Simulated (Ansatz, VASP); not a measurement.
## Lu: VASP beside Ansatz

```
CELL_PARAMETERS angstrom
0.00000 2.37067 2.37067
2.37067 0.00000 2.37067
2.37067 2.37067 0.00000
ATOMIC_POSITIONS crystal
Lu 0.00000 0.00000 0.00000
```

Alike in both runs: task single point; functional LDA; k mesh 13 × 13 × 13; occupations fermi-dirac, width 0.1 eV; no spin polarisation.

|  | VASP | Ansatz |
| --- | --- | --- |
| version | VASP 6.6.1 | Ansatz 0.2.0 |
| potentials or method | VASP PAW PBE potentials, release 64 (Lu) | plane waves (420 eV) with PAW, scalar-relativistic |
| plane-wave cutoff (eV) | 520 | 420 |
| valence electrons in the cell | 25 | 25 |

```tsv
	VASP	Ansatz	Ansatz less VASP
pressure (GPa)	-1.7	-1.9	-0.23
```

Ansatz warned: «pseudo_functional_mismatch».

Caveats: the PAW data sets were made with another functional, which shifts forces and pressure a little (VASP). Spin-orbit coupling is left out, which matters for the levels of Lu.
